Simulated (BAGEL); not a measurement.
# doublet [C3H4N2]+ at 4 levels

We compute a comparison of 4 runs (UHF/STO-3G, UHF/3-21G, ROHF/6-31G*, ROHF/cc-pVDZ) of doublet [C3H4N2]+. 

The calculation is run with BAGEL 1.2.2.

1 further run of the same task is left out (it didn't finish). Runs told in other sessions of the task aren't counted.

### Step 1. The system as given

[C3H4N2]+ has 9 atoms, charge +1, and is taken as a doublet. As SMILES of the parent species, `c1cn[nH]c1`. The shape is that of a PBE0-D4/def2-TZVP optimisation. That shape belongs to the parent species and isn't relaxed for this state.

Bond lengths: C1–C2 1.406 Å, C2–N3 1.323 Å, N3–N4 1.332 Å, C1–C5 1.374 Å, N4–C5 1.347 Å, C1–H6 1.077 Å, C2–H7 1.080 Å, N4–H8 1.004 Å, C5–H9 1.078 Å. Some angles: C1–C2–N3 111.7°, C2–C1–C5 104.4°, C2–N3–N4 104.4°, N3–N4–C5 113.4°, C1–C5–N4 106.1°, C1–C2–H7 128.6°, N3–C2–H7 119.6°, C2–C1–H6 128.4°, C5–C1–H6 127.3°, N3–N4–H8 119.1°.

### Step 2. The energy at UHF/STO-3G (density fitting with cc-pvqz-jkfit) (run 1)

Input file input.json:

```json
{ "bagel": [

{
  "title": "molecule",
  "basis": "sto-3g",
  "df_basis": "cc-pvqz-jkfit",
  "angstrom": true,
  "geometry": [
    { "atom": "C", "xyz": [    0.283700,    0.953190,    0.193040 ] },
    { "atom": "C", "xyz": [    1.122200,    0.046620,   -0.478840 ] },
    { "atom": "N", "xyz": [    0.549450,   -1.137640,   -0.621630 ] },
    { "atom": "N", "xyz": [   -0.645250,   -0.998910,   -0.049010 ] },
    { "atom": "C", "xyz": [   -0.856470,    0.232660,    0.454950 ] },
    { "atom": "H", "xyz": [    0.479340,    1.980930,    0.449760 ] },
    { "atom": "H", "xyz": [    2.117900,    0.208120,   -0.863610 ] },
    { "atom": "H", "xyz": [   -1.273300,   -1.782530,   -0.033780 ] },
    { "atom": "H", "xyz": [   -1.777550,    0.497560,    0.949120 ] }
  ]
},
{ "title": "uhf", "charge": 1, "nopen": 1 },
{ "title": "print", "file": "orbitals.molden", "orbitals": true }

]}
```

The run is started by

```sh
$ BAGEL_NUM_THREADS=1 BAGEL input.json > input.out
```

What it wrote:

```text
* using 1 threads per process

  ===============================================================
  ===============================================================

  *** Geometry ***

  { "atom" : "C", "xyz" : [      0.536115,      1.801268,      0.364793 ] },
  { "atom" : "C", "xyz" : [      2.120651,      0.088099,     -0.904876 ] },
  { "atom" : "N", "xyz" : [      1.038310,     -2.149828,     -1.174710 ] },
  { "atom" : "N", "xyz" : [     -1.219346,     -1.887666,     -0.092615 ] },
  { "atom" : "C", "xyz" : [     -1.618494,      0.439664,      0.859731 ] },
  { "atom" : "H", "xyz" : [      0.905821,      3.743415,      0.849923 ] },
  { "atom" : "H", "xyz" : [      4.002251,      0.393290,     -1.631986 ] },
  { "atom" : "H", "xyz" : [     -2.406188,     -3.368494,     -0.063835 ] },
  { "atom" : "H", "xyz" : [     -3.359083,      0.940252,      1.793577 ] },

  Number of auxiliary basis functions:      734

  Since a DF basis is specified, we compute 2- and 3-index integrals:
    o Being stored without compression. Storage requirement is 0.005 GB

  Number of basis functions:       29
  Number of electrons      :       36

    * METHOD: MOLECULE                             0.54

  *** Open-shell HF ***

  === Nuclear Repulsion ===
   164.0620913567

      * DIIS with orbital gradients will be used.

  === UHF iteration (sto-3g) ===
      0       -221.59712239          0.03726607           0.07
      1       -221.69173970          0.01571618           0.08
      2       -221.71088733          0.00700592           0.08
      3       -221.71719997          0.00118595           0.08
      4       -221.72136457          0.00067023           0.07
      5       -221.72389455          0.00058928           0.08
      6       -221.72512566          0.00053316           0.08
      7       -221.72616632          0.00047121           0.08
      8       -221.72777846          0.00024198           0.08
      9       -221.72803502          0.00012095           0.07
     10       -221.72805364          0.00006794           0.08
     11       -221.72806134          0.00004169           0.08
     12       -221.72806819          0.00002986           0.07
     13       -221.72807189          0.00001779           0.07
     14       -221.72807370          0.00001050           0.07
     15       -221.72807409          0.00000532           0.08
     16       -221.72807416          0.00000295           0.08
     17       -221.72807417          0.00000190           0.07
     18       -221.72807418          0.00000085           0.07
     19       -221.72807419          0.00000055           0.07
     20       -221.72807419          0.00000026           0.07
     21       -221.72807419          0.00000017           0.08
     22       -221.72807419          0.00000011           0.07
     23       -221.72807419          0.00000005           0.07
     24       -221.72807419          0.00000002           0.07
     25       -221.72807419          0.00000001           0.08
    * SCF iteration converged.

    * S^2 (UHF) is 1.1470

    * Permanent dipole moment:
           (    0.753801,    -0.323423,    -0.439997) a.u.

    * METHOD: UHF                                  2.04

    * METHOD: PRINT                                0.00

  ===============================================================
```

Run time: 2.8 s. Hardware: 1 thread of Arm Neoverse V2, shared host; peak memory 0.082 GiB.

### Step 3. The energy at UHF/3-21G (density fitting with cc-pvqz-jkfit) (run 2)

input.json: that of step 2 with these lines changed.

```diff
@@ -4,3 +4,3 @@
   "title": "molecule",
-  "basis": "sto-3g",
+  "basis": "3-21g",
   "df_basis": "cc-pvqz-jkfit",
@@ -19,4 +19,12 @@
 },
-{ "title": "uhf", "charge": 1, "nopen": 1 },
-{ "title": "print", "file": "orbitals.molden", "orbitals": true }
+{
+  "title": "uhf",
+  "charge": 1,
+  "nopen": 1
+},
+{
+  "title": "print",
+  "file": "orbitals.molden",
+  "orbitals": true
+}
```

The run is started by

```sh
$ BAGEL_NUM_THREADS=1 BAGEL input.json > input.out
```

What it wrote:

```text
* using 1 threads per process

  ===============================================================
  ===============================================================

  *** Geometry ***

  { "atom" : "C", "xyz" : [      0.536115,      1.801268,      0.364793 ] },
  { "atom" : "C", "xyz" : [      2.120651,      0.088099,     -0.904876 ] },
  { "atom" : "N", "xyz" : [      1.038310,     -2.149828,     -1.174710 ] },
  { "atom" : "N", "xyz" : [     -1.219346,     -1.887666,     -0.092615 ] },
  { "atom" : "C", "xyz" : [     -1.618494,      0.439664,      0.859731 ] },
  { "atom" : "H", "xyz" : [      0.905821,      3.743415,      0.849923 ] },
  { "atom" : "H", "xyz" : [      4.002251,      0.393290,     -1.631986 ] },
  { "atom" : "H", "xyz" : [     -2.406188,     -3.368494,     -0.063835 ] },
  { "atom" : "H", "xyz" : [     -3.359083,      0.940252,      1.793577 ] },

  Number of auxiliary basis functions:      734

  Since a DF basis is specified, we compute 2- and 3-index integrals:
    o Being stored without compression. Storage requirement is 0.016 GB

  Number of basis functions:       53
  Number of electrons      :       36

    * METHOD: MOLECULE                             0.54

  *** Open-shell HF ***

  === Nuclear Repulsion ===
   164.0620913567

      * DIIS with orbital gradients will be used.

  === UHF iteration (3-21g) ===
      0       -223.11959095          0.03026478           0.14
      1       -223.19762255          0.01301465           0.14
      2       -223.20859077          0.00712313           0.14
      3       -223.21306876          0.00241832           0.14
      4       -223.21544175          0.00138092           0.14
      5       -223.21672574          0.00098948           0.14
      6       -223.21837883          0.00067628           0.14
      7       -223.21882733          0.00055499           0.14
      8       -223.21940669          0.00053374           0.14
      9       -223.22014005          0.00051796           0.14
     10       -223.21993813          0.00051960           0.14
     11       -223.21920982          0.00051972           0.14
     12       -223.21971382          0.00050506           0.14
     13       -223.21908406          0.00048280           0.14
     14       -223.21623714          0.00100489           0.14
     15       -223.21632910          0.00072883           0.14
[... 69 lines of this table left out ...]
     85       -223.22604770          0.00000038           0.14
     86       -223.22604770          0.00000018           0.14
     87       -223.22604770          0.00000013           0.14
     88       -223.22604770          0.00000008           0.14
     89       -223.22604770          0.00000004           0.14
     90       -223.22604770          0.00000002           0.14
     91       -223.22604770          0.00000001           0.14
     92       -223.22604770          0.00000001           0.14
    * SCF iteration converged.

    * S^2 (UHF) is 0.9235

    * Permanent dipole moment:
           (    1.069526,    -0.774360,    -0.729545) a.u.

    * METHOD: UHF                                 13.31

    * METHOD: PRINT                                0.01

  ===============================================================
```

It took 14 s on 1 thread of Arm Neoverse V2, shared host; peak memory 0.1 GiB.

### Step 4. A single-point energy at ROHF/6-31G(d) (density fitting with cc-pvqz-jkfit, spherical functions) (run 3)

Input file input.json:

```json
{ "bagel" : [

{
  "title" : "molecule",
  "basis" : "6-31gs.json",
  "df_basis" : "cc-pvqz-jkfit",
  "angstrom" : true,
  "geometry" : [
    { "atom" : "C", "xyz" : [    0.283700,    0.953190,    0.193040 ] },
    { "atom" : "C", "xyz" : [    1.122200,    0.046620,   -0.478840 ] },
    { "atom" : "N", "xyz" : [    0.549450,   -1.137640,   -0.621630 ] },
    { "atom" : "N", "xyz" : [   -0.645250,   -0.998910,   -0.049010 ] },
    { "atom" : "C", "xyz" : [   -0.856470,    0.232660,    0.454950 ] },
    { "atom" : "H", "xyz" : [    0.479340,    1.980930,    0.449760 ] },
    { "atom" : "H", "xyz" : [    2.117900,    0.208120,   -0.863610 ] },
    { "atom" : "H", "xyz" : [   -1.273300,   -1.782530,   -0.033780 ] },
    { "atom" : "H", "xyz" : [   -1.777550,    0.497560,    0.949120 ] }
  ]
},
{
  "title" : "rohf",
  "charge" : 1,
  "nopen" : 1
},
{
  "title" : "print",
  "file" : "orbitals.molden",
  "orbitals" : true
}

]}
```

The basis set 6-31G* is read from a file made from the Basis Set Exchange's data (not shown).

The run is started by

```sh
$ BAGEL_NUM_THREADS=1 BAGEL input.json > input.out
```

What it wrote:

```text
* using 1 threads per process

  ===============================================================
  ===============================================================

  *** Geometry ***

  { "atom" : "C", "xyz" : [      0.536115,      1.801268,      0.364793 ] },
  { "atom" : "C", "xyz" : [      2.120651,      0.088099,     -0.904876 ] },
  { "atom" : "N", "xyz" : [      1.038310,     -2.149828,     -1.174710 ] },
  { "atom" : "N", "xyz" : [     -1.219346,     -1.887666,     -0.092615 ] },
  { "atom" : "C", "xyz" : [     -1.618494,      0.439664,      0.859731 ] },
  { "atom" : "H", "xyz" : [      0.905821,      3.743415,      0.849923 ] },
  { "atom" : "H", "xyz" : [      4.002251,      0.393290,     -1.631986 ] },
  { "atom" : "H", "xyz" : [     -2.406188,     -3.368494,     -0.063835 ] },
  { "atom" : "H", "xyz" : [     -3.359083,      0.940252,      1.793577 ] },

  Number of auxiliary basis functions:      734

  Since a DF basis is specified, we compute 2- and 3-index integrals:
    o Being stored without compression. Storage requirement is 0.036 GB

  Number of basis functions:       78
  Number of electrons      :       36

    * METHOD: MOLECULE                             0.63

  *** Open-shell HF ***

  === Nuclear Repulsion ===
   164.0620913567

      * DIIS with orbital gradients will be used.

  === ROHF iteration (6-31gs.json) ===
      0       -224.34175080          0.03357564           0.22
      1       -224.43263141          0.02304887           0.21
      2       -224.44945591          0.01888825           0.22
      3       -224.48516211          0.00168241           0.22
      4       -224.48569247          0.00065899           0.21
      5       -224.48589908          0.00038147           0.22
      6       -224.48605300          0.00019548           0.21
      7       -224.48612051          0.00013875           0.22
      8       -224.48615535          0.00012848           0.21
      9       -224.48621492          0.00009612           0.21
     10       -224.48626029          0.00007152           0.21
     11       -224.48630499          0.00004614           0.21
     12       -224.48626572          0.00002430           0.21
     13       -224.48624728          0.00001408           0.22
     14       -224.48624447          0.00000710           0.21
     15       -224.48624142          0.00000223           0.22
     16       -224.48623979          0.00000135           0.22
     17       -224.48623992          0.00000072           0.21
     18       -224.48624005          0.00000068           0.21
     19       -224.48623999          0.00000057           0.22
     20       -224.48624007          0.00000050           0.21
     21       -224.48624014          0.00000042           0.21
     22       -224.48624025          0.00000032           0.21
     23       -224.48624024          0.00000022           0.21
     24       -224.48624012          0.00000011           0.21
     25       -224.48623999          0.00000005           0.21
     26       -224.48623993          0.00000002           0.22
     27       -224.48623994          0.00000001           0.21
     28       -224.48623994          0.00000001           0.21
    * SCF iteration converged.

    * S^2 (ROHF) is 0.7500

    * Permanent dipole moment:
           (    0.947763,    -0.949347,    -0.734284) a.u.

    * METHOD: ROHF                                 6.43

    * METHOD: PRINT                                0.01

  ===============================================================
```

Wall time 7.5 s (1 thread of Arm Neoverse V2, shared host); peak memory 0.14 GiB.

### Step 5. The energy at ROHF/cc-pVDZ (density fitting with cc-pvqz-jkfit) (run 4)

Input file calc.json:

```json
{ "bagel": [

{
  "title": "molecule",
  "basis": "cc-pvdz.json",
  "df_basis": "cc-pvqz-jkfit",
  "angstrom": "true",
  "geometry": [
    { "atom": "C", "xyz": [       0.283700,       0.953190,       0.193040 ] },
    { "atom": "C", "xyz": [       1.122200,       0.046620,      -0.478840 ] },
    { "atom": "N", "xyz": [       0.549450,      -1.137640,      -0.621630 ] },
    { "atom": "N", "xyz": [      -0.645250,      -0.998910,      -0.049010 ] },
    { "atom": "C", "xyz": [      -0.856470,       0.232660,       0.454950 ] },
    { "atom": "H", "xyz": [       0.479340,       1.980930,       0.449760 ] },
    { "atom": "H", "xyz": [       2.117900,       0.208120,      -0.863610 ] },
    { "atom": "H", "xyz": [      -1.273300,      -1.782530,      -0.033780 ] },
    { "atom": "H", "xyz": [      -1.777550,       0.497560,       0.949120 ] }
  ]
},

{
  "title": "rohf",
  "charge": 1,
  "nopen": 1
},

{
  "title": "print",
  "file": "orbitals.molden",
  "orbitals": "true"
}

]}
```

The basis set cc-pVDZ is read from a file made from the Basis Set Exchange's data (not shown).

The run is started by

```sh
$ BAGEL_NUM_THREADS=1 BAGEL calc.json > calc.out
```

What it wrote:

```text
* using 1 threads per process

  ===============================================================
  ===============================================================

  *** Geometry ***

  { "atom" : "C", "xyz" : [      0.536115,      1.801268,      0.364793 ] },
  { "atom" : "C", "xyz" : [      2.120651,      0.088099,     -0.904876 ] },
  { "atom" : "N", "xyz" : [      1.038310,     -2.149828,     -1.174710 ] },
  { "atom" : "N", "xyz" : [     -1.219346,     -1.887666,     -0.092615 ] },
  { "atom" : "C", "xyz" : [     -1.618494,      0.439664,      0.859731 ] },
  { "atom" : "H", "xyz" : [      0.905821,      3.743415,      0.849923 ] },
  { "atom" : "H", "xyz" : [      4.002251,      0.393290,     -1.631986 ] },
  { "atom" : "H", "xyz" : [     -2.406188,     -3.368494,     -0.063835 ] },
  { "atom" : "H", "xyz" : [     -3.359083,      0.940252,      1.793577 ] },

  Number of auxiliary basis functions:      734

  Since a DF basis is specified, we compute 2- and 3-index integrals:
    o Being stored without compression. Storage requirement is 0.048 GB

  Number of basis functions:       90
  Number of electrons      :       36

    * METHOD: MOLECULE                             0.61

  *** Open-shell HF ***

  === Nuclear Repulsion ===
   164.0620913567

      * DIIS with orbital gradients will be used.

  === ROHF iteration (cc-pvdz.json) ===
      0       -224.39015862          0.02209250           0.25
      1       -224.48410806          0.01253246           0.24
      2       -224.49512465          0.00893303           0.22
      3       -224.50722869          0.00154317           0.24
      4       -224.50760242          0.00047654           0.25
      5       -224.50770030          0.00024447           0.25
      6       -224.50774866          0.00015050           0.25
      7       -224.50778152          0.00012040           0.25
      8       -224.50780129          0.00008986           0.26
      9       -224.50782179          0.00008387           0.26
     10       -224.50783505          0.00008067           0.25
     11       -224.50785215          0.00008036           0.25
     12       -224.50786027          0.00008139           0.25
     13       -224.50777349          0.00010272           0.25
     14       -224.50765934          0.00015052           0.25
     15       -224.50766562          0.00010165           0.25
[... 18 lines of this table left out ...]
     34       -224.50763058          0.00000018           0.25
     35       -224.50763058          0.00000015           0.25
     36       -224.50763058          0.00000013           0.22
     37       -224.50763058          0.00000009           0.22
     38       -224.50763057          0.00000007           0.22
     39       -224.50763057          0.00000005           0.22
     40       -224.50763057          0.00000002           0.22
     41       -224.50763057          0.00000001           0.21
    * SCF iteration converged.

    * S^2 (ROHF) is 0.7500

    * Permanent dipole moment:
           (    0.944903,    -0.680599,    -0.643359) a.u.

    * METHOD: ROHF                                10.37

    * METHOD: PRINT                                0.02

  ===============================================================
```

Wall time 11 s (1 thread of Arm Neoverse V2, shared host); peak memory 0.16 GiB.

### Step 6. All runs side by side

```csv
run,level,energy (Eh),⟨S²⟩,wall time
1,UHF/STO-3G (density fitting with cc-pvqz-jkfit),-221.728074,1.147,2.8 s
2,UHF/3-21G (density fitting with cc-pvqz-jkfit),-223.226048,0.923,14 s
3,"ROHF/6-31G* (density fitting with cc-pvqz-jkfit, spherical functions)",-224.486240,0.750,7.5 s
4,ROHF/cc-pVDZ (density fitting with cc-pvqz-jkfit),-224.507631,0.750,11 s
```

### Step 7. Results

```
           quantity          value
run 4: total energy  -224.50763 Eh
        run 4: ⟨S²⟩          0.750
```

What this shows: In run 1 the basis is minimal, so the values are rough. Spin contamination of the reference: run 1 ⟨S²⟩ = 1.15, run 2 ⟨S²⟩ = 0.92. All runs together took 36 s, the longest 14 s.
